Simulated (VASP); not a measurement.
# TiTe2 in VASP: further runs

One slab, TiTe2, is run at these levels: PBEsol, r2SCAN+rVV10, PBE+D3(BJ); tasks: relaxation of cell and atoms.

Everything below comes from runs of VASP 6.6.1. Logs are shortened: lines on timing, memory, paths and dates and some standing lists are left out, and cuts for length are marked.

**1. Starting point**

The cell holds a slab with vacuum, 3 atoms: a = 3.777 Å, b = 3.777 Å, c = 21.415 Å, α = 90.00°, β = 90.00°, γ = 120.00°.

**2. Relaxation of cell and atoms, PBEsol**

Contents of INCAR:

```
SYSTEM = TiTe2
PREC = Accurate ; ENCUT = 600
EDIFF = 1E-6 ; ISMEAR = 0
SIGMA = 0.03 ; LREAL = .False.
LASPH = .True. ; NELM = 80
ALGO = Normal ; ISIF = 3
LWAVE = .False. ; LCHARG = .False.
GGA = PS ; IBRION = 2
NSW = 90 ; EDIFFG = -0.01
LATTICE_CONSTRAINTS = .TRUE. .TRUE. .FALSE.
```

Contents of KPOINTS:

```
Automatic mesh
0
Gamma
  9 9 1
  0 0 0
```

Contents of POSCAR:

```
TiTe2
1.0
    3.7770000000      0.0000000000      0.0000000000
   -1.8885000000      3.2709779500      0.0000000000
    0.0000000000      0.0000000000     21.4153488000
Te Ti
2 1
Direct
    0.3333333300      0.6666666700      0.4202593200
    0.6666666700      0.3333333300      0.5797406800
    0.0000000000      0.0000000000      0.5000000000
```

Potentials or basis: VASP PAW PBE potentials, release 64 (Te, Ti_sv).

Started as:

```
$ cat potpaw_PBE.64/Te/POTCAR potpaw_PBE.64/Ti_sv/POTCAR > POTCAR
$ mpirun -np 1 vasp_std > vasp.out
```

OUTCAR:

```text
SYSTEM = TiTe2
   PREC = Accurate
   ENCUT = 600
   EDIFF = 1E-6
   ISMEAR = 0
   LREAL = .False.
   LASPH = .True.
   NELM = 80
   ISIF = 3
   GGA = PS
   IBRION = 2
   NSW = 90
   EDIFFG = -0.01

 ion  position               nearest neighbor table
   1  0.333  0.667  0.420-   3 2.77   3 2.77   3 2.77
   2  0.667  0.333  0.580-   3 2.77   3 2.77   3 2.77
   3  0.000  0.000  0.500-   1 2.77   2 2.77   1 2.77   2 2.77   2 2.77   1 2.77

  LATTYP: Found a hexagonal cell.
 ALAT       =     3.7770000000
 C/A-ratio  =     5.6699361398

  Lattice vectors:

 A1 = (   3.7770000000,   0.0000000000,   0.0000000000)
 A2 = (  -1.8885000000,   3.2709779500,   0.0000000000)
 A3 = (   0.0000000000,   0.0000000000,  21.4153488000)

Analysis of symmetry for initial positions (statically):
=====================================================================
 Subroutine PRICEL returns:
 Original cell was already a primitive cell.

 Routine SETGRP: Setting up the symmetry group for a
 hexagonal supercell.

 Subroutine GETGRP returns: Found 12 space group operations
 (whereof 12 operations were pure point group operations)
 out of a pool of 24 trial point group operations.

The static configuration has the point symmetry D_3d.

Analysis of symmetry for dynamics (positions and initial velocities):
=====================================================================
 Subroutine PRICEL returns:
 Original cell was already a primitive cell.

 Routine SETGRP: Setting up the symmetry group for a
 hexagonal supercell.

 Subroutine GETGRP returns: Found 12 space group operations
 (whereof 12 operations were pure point group operations)
 out of a pool of 24 trial point group operations.

The dynamic configuration has the point symmetry D_3d.

 Subroutine INISYM returns: Found 12 space group operations
 (whereof 12 operations are pure point group operations),
 and found     1 'primitive' translations

----------------------------------------------------------------------------------------

                                     Primitive cell

  volume of cell :     264.5756

  direct lattice vectors                    reciprocal lattice vectors
     3.777000000  0.000000000  0.000000000     0.264760392  0.152859484  0.000000000
    -1.888500000  3.270977950  0.000000000     0.000000000  0.305718967  0.000000000
     0.000000000  0.000000000 21.415348800     0.000000000  0.000000000  0.046695480

  length of vectors
     3.777000000  3.777000000 21.415348800     0.305718967  0.305718967  0.046695480

  position of ions in fractional coordinates (direct lattice)
     0.333333330  0.666666670  0.420259320
     0.666666670  0.333333330  0.579740680
     0.000000000  0.000000000  0.500000000

  ion indices of the primitive-cell ions
   primitive index   ion index
                 1           1
                 2           2
                 3           3

----------------------------------------------------------------------------------------

 KPOINTS: Automatic mesh

Automatic generation of k-mesh.
 Grid dimensions read from file:
 generate k-points for:    9    9    1

 Generating k-lattice:

  Cartesian coordinates                     Fractional coordinates (reciprocal lattice)
     0.029417821  0.016984387  0.000000000     0.111111111  0.000000000  0.000000000
     0.000000000  0.033968774  0.000000000     0.000000000  0.111111111  0.000000000
     0.000000000  0.000000000  0.046695480     0.000000000  0.000000000  1.000000000

  Length of vectors
     0.033968774  0.033968774  0.046695480

  Shift w.r.t. Gamma in fractional coordinates (k-lattice)
     0.000000000  0.000000000  0.000000000

 Subroutine IBZKPT returns following result:
 ===========================================

 Found     12 irreducible k-points:

 Following reciprocal coordinates:
            Coordinates               Weight
  0.000000  0.000000  0.000000      1.000000
  0.111111 -0.000000  0.000000      6.000000
  0.222222 -0.000000  0.000000      6.000000
  0.333333 -0.000000  0.000000      6.000000
  0.444444 -0.000000  0.000000      6.000000
  0.111111  0.111111  0.000000      6.000000
  0.222222  0.111111  0.000000     12.000000
  0.333333  0.111111  0.000000     12.000000
  0.444444  0.111111  0.000000      6.000000
  0.222222  0.222222  0.000000      6.000000
  0.333333  0.222222  0.000000     12.000000
  0.333333  0.333333  0.000000      2.000000
   k-points           NKPTS =     12   k-points in BZ     NKDIM =     12   number of bands    NBANDS=     16
   number of dos      NEDOS =    301   number of ions     NIONS =      3
   total plane-waves  NPLWV = 162000
   dimension x,y,z NGX =    30 NGY =   30 NGZ =  180
   dimension x,y,z NGXF=    60 NGYF=   60 NGZF=  360
   ions per type =               2   1
   NGX,Y,Z   is equivalent  to a cutoff of  13.20, 13.20, 13.97 a.u.
   NGXF,Y,Z  is equivalent  to a cutoff of  26.41, 26.41, 27.95 a.u.
 SYSTEM =  TiTe2
   PREC   = accura    normal or accurate (medium, high low for compatibility)
   ISTART =      0    job   : 0-new  1-cont  2-samecut
   ICHARG =      2    charge: 1-file 2-atom 10-const
   ISPIN  =      1    spin polarized calculation?
   LNONCOLLINEAR =      F non collinear calculations
   LSORBIT =      F    spin-orbit coupling
   LASPH  =      T    aspherical Exc in radial PAW
   ENCUT  =  600.0 eV  44.10 Ry    6.64 a.u.   7.54  7.54 42.77*2*pi/ulx,y,z
   NELM   =     80;   NELMIN=  2; NELMDL= -5     # of ELM steps
   EDIFF  = 0.1E-05   stopping-criterion for ELM
   LREAL  =      F    real-space projection
   EDIFFG = -.1E-01   stopping-criterion for IOM
   NSW    =     90    number of steps for IOM
   IBRION =      2    ionic relax: 0-MD 1-quasi-New 2-CG
   NFREE  =      1    steps in history (QN), initial steepest desc. (CG)
   ISIF   =      3    stress and relaxation
   ISYM   =      2    0-nonsym 1-usesym 2-fastsym
   POTIM  = 0.5000    time-step for ionic-motion
   TEBEG  =    0.0;   TEEND  =   0.0 temperature during run
   PSTRESS=    0.0 pullay stress
   NELECT =      24.0000    total number of electrons
   NUPDOWN=      -1.0000    fix difference up-down
   EMIN   =  10.00;   EMAX   =-10.00  energy-range for DOS
   EFERMI =   0.00;   METHOD = LEGACY
   ISMEAR =     0;   SIGMA  =   0.03  broadening in eV -4-tet -1-fermi 0-gaus
   EFERMI_NEDOS =   21; number of points for ismear=-14 and -15
   IALGO  =     38    algorithm
   IMIX   =      4    mixing-type and parameters
     AMIX     =   0.40;   BMIX     =  1.00
     AMIX_MAG =   1.60;   BMIX_MAG =  1.00
  volume/ion in A,a.u.               =      88.19       595.15
  Fermi-wavevector in a.u.,A,eV,Ry     =   0.735578  1.390041  7.361770  0.541075
  Thomas-Fermi vector in A             =   1.828808
   LORBIT       =      0    0 simple, 1 ext, 2 COOP (PROOUT), +10 PAW based schemes
   GGA     = PS    functional components
   LHFCALC =     F    Hartree Fock is set to
   AEXX    =    0.0000 exact exchange contribution
   IVDW    =     0    specifies the selected vdW correction
   LEPSILON=     F    determine dielectric tensor
   LRPA    =     F    only Hartree local field effects (RPA)
 conjugate gradient relaxation of ions
 non-spin polarized calculation
 Gauss-broadening in eV      SIGMA  =   0.03
  energy-cutoff  :      600.00
  volume of cell :      264.58
 maximum number of plane-waves:      8883
 NGX is ok and might be reduce to    30
   NGX = 15   NGY = 15   NGZ = 85

--------------------------------------- Ionic step        1  -------------------------------------------

 number of electron      24.0000002 magnetization

 Free energy of the ion-electron system (eV)
  ---------------------------------------------------
  ext. energy  EPLUGINS =         0.00000000
  ---------------------------------------------------
  free energy    TOTEN  =       -17.34342600 eV

  energy without entropy =      -17.34190168  energy(sigma->0) =      -17.34266384

------------------------ aborting loop because EDIFF is reached ----------------------------------------

  FORCE on cell =-STRESS in cart. coord.  units (eV):
  Direction    XX          YY          ZZ          XY          YZ          ZX
  --------------------------------------------------------------------------------------
  -------------------------------------------------------------------------------------
  Total       -1.4942079     -1.4942079     -0.1442788      0.0000000      0.0000000      0.0000000
  in kB       -9.0484013     -9.0484013     -0.8737018      0.0000000      0.0000000      0.0000000
  external PRESSURE =      -6.3235015 kB  Pullay stress =       0.0000000 kB

 VOLUME and BASIS-vectors are now :
 -----------------------------------------------------------------------------
  energy-cutoff  :      600.00
  volume of cell :      264.58
      direct lattice vectors                 reciprocal lattice vectors
     3.777000000  0.000000000  0.000000000     0.264760392  0.152859484  0.000000000
    -1.888500000  3.270977950  0.000000000     0.000000000  0.305718967  0.000000000
     0.000000000  0.000000000 21.415348800     0.000000000  0.000000000  0.046695480
[... 260 lines left out ...]
 POSITION                                       TOTAL-FORCE (eV/Angst)
 -----------------------------------------------------------------------------------
     -0.00000      2.11993      8.95939         0.000000     -0.000000      0.011157
      1.83591      1.05996     12.45596        -0.000000      0.000000     -0.011157
     -1.83591      3.17989     10.70767         0.000000      0.000000      0.000000
 -----------------------------------------------------------------------------------
    total drift:                               -0.000000      0.000000     -0.000000

  FREE ENERGIE OF THE ION-ELECTRON SYSTEM (eV)
  ---------------------------------------------------
  free  energy   TOTEN  =       -17.3878333473 eV

  energy  without entropy=      -17.3866906628  energy(sigma->0) =      -17.38726201

--------------------------------------- Ionic step        9  -------------------------------------------

 number of electron      24.0000000 magnetization

 Free energy of the ion-electron system (eV)
  ---------------------------------------------------
  ext. energy  EPLUGINS =         0.00000000
  ---------------------------------------------------
  free energy    TOTEN  =       -17.38790851 eV

  energy without entropy =      -17.38676582  energy(sigma->0) =      -17.38733717

 E-fermi :  -1.2277     XC(G=0):  -3.6473

 val. band max:       -1.3427941914   @ k =   0.4444  -0.0000   0.0000
 cond. band min:      -1.2185166128   @ k =   0.3333  -0.0000   0.0000
 fundamental gap:      0.1242775786
 Fermi energy:        -1.2276537169

 k-point     1 :       0.0000    0.0000    0.0000
  band No.  band energies     occupation
      1     -58.2854      2.00000
      2     -34.6390      2.00000
      3     -34.6390      2.00000
      4     -34.6222      2.00000
      5     -13.4145      2.00000
      6     -12.5733      2.00000
[... 8 lines left out ...]
     15       0.2601      0.00000
     16       2.4828      0.00000
[... 229 lines left out ...]
 POSITION                                       TOTAL-FORCE (eV/Angst)
 -----------------------------------------------------------------------------------
     -0.00000      2.11795      8.95972        -0.000000      0.000000     -0.004691
      1.83420      1.05898     12.45563         0.000000     -0.000000      0.004691
      0.00000      0.00000     10.70767        -0.000000      0.000000      0.000000
 -----------------------------------------------------------------------------------
    total drift:                               -0.000000      0.000000     -0.000000

  FREE ENERGIE OF THE ION-ELECTRON SYSTEM (eV)
  ---------------------------------------------------
  free  energy   TOTEN  =       -17.3879085086 eV

  energy  without entropy=      -17.3867658242  energy(sigma->0) =      -17.38733717

 reached required accuracy - stopping structural energy minimisation
```

It took 12 min on 1 thread of Intel Xeon Platinum 8488C (Sapphire Rapids), shared host; peak memory 0.47 GiB.

What came out:

```
Free energy                            : -17.3879 eV
Relaxed volume                         : 83.19 Å³/atom
Relaxed cell                           : a = 3.668 Å, b = 3.668 Å, c = 21.415 Å, α = 90.00°, β = 90.00°, γ = 120.00°
Space group after relaxing (to 0.05 Å) : P-3m1 (No. 164)
Energy gained by relaxing              : 14.8 meV/atom
Ionic steps                            : 9
Largest force after relaxing           : 0.005 eV/Å
Band gap on the k mesh                 : none (metal or under the smearing width)
```

Forces in eV/Å, atoms in the order of the input:
```
Te   0.000  0.000 -0.005
Te   0.000  0.000  0.005
Ti   0.000  0.000  0.000
```

Step by step:
```tsv
step	energy change (eV)	largest force (eV/Å)	pressure (GPa)	volume (Å³)
1	0.0000	0.0389	-0.63	264.58
2	-0.0313	0.3371	0.35	252.01
3	-0.0323	0.2837	0.19	253.72
4	-0.0386	0.2007	0.14	252.27
5	-0.0437	0.0473	0.00	247.93
6	-0.0444	0.0146	0.05	249.03
7	-0.0444	0.0203	0.04	249.12
8	-0.0444	0.0112	-0.05	250.05
9	-0.0445	0.0047	0.00	249.58
```

Final structure:
```
Te Ti
1.0
     3.66840    0.00000    0.00000
    -1.83420    3.17693    0.00000
     0.00000    0.00000   21.41535
Te Ti
2 1
Direct
  0.33333 0.66667 0.41838
  0.66667 0.33333 0.58162
  0.00000 0.00000 0.50000
```

Levels at points of the mesh, in eV from the Fermi level:
```
           k point  band 9  band 10  band 11  band 12  band 13  band 14  band 15  band 16
(0.00, 0.00, 0.00)   -1.30    -1.30     0.51     0.55     0.55     1.49     1.49     3.71
```

Caveat: the PAW data sets were made with another functional, which shifts forces and pressure a little. The run has no spin-orbit coupling, so splittings on Te are missing.

**3. Relaxation of cell and atoms, PBEsol**

This run uses another cell than the first one, of 83.19 Å³/atom, 0.943 times its volume.

Contents of INCAR:

```
SYSTEM = TiTe2
PREC = Accurate ; ENCUT = 600
EDIFF = 1E-7 ; ISMEAR = 0
SIGMA = 0.03 ; LREAL = .False.
LASPH = .True. ; NELM = 80
ALGO = Normal ; ISIF = 3
LWAVE = .False. ; LCHARG = .False.
GGA = PS ; IBRION = 2
NSW = 90 ; EDIFFG = -0.005
LATTICE_CONSTRAINTS = .TRUE. .TRUE. .FALSE.
```

KPOINTS is that of step 2.

Contents of POSCAR:

```
TiTe2                                   
1.0
    3.6683977743      0.0000000000      0.0000000000
   -1.8341988872      3.1769256637      0.0000000000
    0.0000000000      0.0000000000     21.4153488000
  Te              Ti            
     2     1
Direct
     0.3333333300000021    0.6666666699999979    0.4183783436754988
     0.6666666699999979    0.3333333300000021    0.5816216563245012
     0.0000000000000000    0.0000000000000000    0.5000000000000000
```

Potentials or basis: VASP PAW PBE potentials, release 64 (Te, Ti_sv).

Started as:

```
$ cat potpaw_PBE.64/Te/POTCAR potpaw_PBE.64/Ti_sv/POTCAR > POTCAR
$ mpirun -np 1 vasp_std > vasp.out
```

Wall time 3.4 min (1 thread of Intel Xeon Platinum 8488C (Sapphire Rapids), shared host); peak memory 0.42 GiB.

Results (log left out):

```
Free energy                  : -17.3873 eV
Largest force after relaxing : 0.005 eV/Å
Band gap on the k mesh       : none (metal or under the smearing width)
```

Forces in eV/Å, atoms in the order of the input:
```
Te   0.000  0.000 -0.005
Te   0.000  0.000  0.005
Ti   0.000  0.000  0.000
```

Final structure:
```
Te Ti
1.0
     3.66840    0.00000    0.00000
    -1.83420    3.17693    0.00000
     0.00000    0.00000   21.41535
Te Ti
2 1
Direct
  0.33333 0.66667 0.41838
  0.66667 0.33333 0.58162
  0.00000 0.00000 0.50000
```

Levels at points of the mesh, in eV from the Fermi level:
```tsv
k point	band 8	band 9	band 10	band 11	band 12	band 13	band 14	band 15	band 16
(0.00, 0.00, 0.00)	-1.53	-1.30	-1.30	0.51	0.55	0.55	1.49	1.49	3.71
```

Caveat: the relaxation stopped at its first step, so nothing moved; the PAW data sets were made with another functional, which shifts forces and pressure a little. Spin-orbit coupling is left out, which matters for the levels of Te.

**4. Relaxation of cell and atoms, r2SCAN+rVV10**

Contents of INCAR:

```
SYSTEM = TiTe2
PREC = Accurate
ENCUT = 600
EDIFF = 1E-6
ISMEAR = 0
SIGMA = 0.03
LREAL = .FALSE.
LASPH = .TRUE.
NELM = 120
ALGO = Normal
ISIF = 3
LWAVE = .FALSE.
LCHARG = .FALSE.
METAGGA = R2SCAN
LMIXTAU = .TRUE.
LUSE_VDW = .TRUE.
IVDW_NL = 2
BPARAM = 11.95
CPARAM = 0.0093
IBRION = 2
NSW = 90
EDIFFG = -0.01
LATTICE_CONSTRAINTS = .TRUE. .TRUE. .FALSE.
```

Contents of KPOINTS:

```
Automatic mesh
0
G
  9 9 1
  0 0 0
```

Contents of POSCAR:

```
TiTe2
1.0
    3.7770000000      0.0000000000      0.0000000000
   -1.8885000000      3.2709779500      0.0000000000
    0.0000000000      0.0000000000     21.4153488000
Te Ti
2 1
Direct
    0.3333333300      0.6666666700      0.4202593200
    0.6666666700      0.3333333300      0.5797406800
    0.0000000000      0.0000000000      0.5000000000
```

Potentials or basis: VASP PAW PBE potentials, release 64 (Te, Ti_sv).

Started as:

```
$ cat potpaw_PBE.64/Te/POTCAR potpaw_PBE.64/Ti_sv/POTCAR > POTCAR
$ mpirun -np 1 vasp_std > vasp.out
```

OUTCAR:

```text
SYSTEM = TiTe2
   PREC = Accurate
   ENCUT = 600
   EDIFF = 1E-6
   ISMEAR = 0
   LREAL = .FALSE.
   LASPH = .TRUE.
   NELM = 120
   ISIF = 3
   METAGGA = R2SCAN
   IVDW_NL = 2
   BPARAM = 11.95
   IBRION = 2
   NSW = 90
   EDIFFG = -0.01

 ion  position               nearest neighbor table
   1  0.333  0.667  0.420-   3 2.77   3 2.77   3 2.77
   2  0.667  0.333  0.580-   3 2.77   3 2.77   3 2.77
   3  0.000  0.000  0.500-   1 2.77   2 2.77   1 2.77   2 2.77   2 2.77   1 2.77

  LATTYP: Found a hexagonal cell.
[... 463 lines left out ...]
  Direction    XX          YY          ZZ          XY          YZ          ZX
  --------------------------------------------------------------------------------------
  -------------------------------------------------------------------------------------
  Total        0.0018542      0.0018542     -0.0315420      0.0000000      0.0000000      0.0000000
  in kB        0.0112098      0.0112098     -0.1906878      0.0000000      0.0000000      0.0000000
  external PRESSURE =      -0.0560894 kB  Pullay stress =       0.0000000 kB

 VOLUME and BASIS-vectors are now :
 -----------------------------------------------------------------------------
  energy-cutoff  :      600.00
  volume of cell :      265.02
      direct lattice vectors                 reciprocal lattice vectors
     3.780161673  0.000000000  0.000000000     0.264538950  0.152731634  0.000000000
    -1.890080836  3.273716039  0.000000000     0.000000000  0.305463268  0.000000000
     0.000000000  0.000000000 21.415348800     0.000000000  0.000000000  0.046695480

 POSITION                                       TOTAL-FORCE (eV/Angst)
 -----------------------------------------------------------------------------------
     -0.00000      2.18248      8.99905         0.000000      0.000000      0.002648
      1.89008      1.09124     12.41630        -0.000000      0.000000     -0.002648
      0.00000      0.00000     10.70767         0.000000      0.000000      0.000000
 -----------------------------------------------------------------------------------
    total drift:                                0.000000      0.000000     -0.000000

  FREE ENERGIE OF THE ION-ELECTRON SYSTEM (eV)
  ---------------------------------------------------
  free  energy   TOTEN  =       -65.3999203311 eV

  energy  without entropy=      -65.3977532562  energy(sigma->0) =      -65.39883679

 reached required accuracy - stopping structural energy minimisation
```

Run time: 62 min. Hardware: 1 thread of Intel Xeon Platinum 8259CL at 2.50GHz (Skylake/Cascade Lake), shared host; peak memory 1.1 GiB.

What came out:

```
Free energy                            : -65.3999 eV
Relaxed volume                         : 88.34 Å³/atom
Relaxed cell                           : a = 3.780 Å, b = 3.780 Å, c = 21.415 Å, α = 90.00°, β = 90.00°, γ = 120.00°
Space group after relaxing (to 0.05 Å) : P-3m1 (No. 164)
Energy gained by relaxing              : 0.1 meV/atom
Ionic steps                            : 2
Band gap on the k mesh                 : none (metal or under the smearing width)
```

Forces in eV/Å, atoms in the order of the input:
```
Te   0.000  0.000  0.003
Te   0.000  0.000 -0.003
Ti   0.000  0.000  0.000
```

Step by step:
```tsv
step	energy change (eV)	largest force (eV/Å)	pressure (GPa)	volume (Å³)
1	0.0000	0.0197	0.03	264.58
2	-0.0003	0.0026	-0.01	265.02
```

Final structure:
```
CELL_PARAMETERS angstrom
3.78016 0.00000 0.00000
-1.89008 3.27372 0.00000
0.00000 0.00000 21.41535
ATOMIC_POSITIONS crystal
Te 0.33333 0.66667 0.42022
Te 0.66667 0.33333 0.57978
Ti 0.00000 0.00000 0.50000
```

Caveat: the PAW data sets were made with another functional, which shifts forces and pressure a little.

(Part 1 of 3 ends here.)
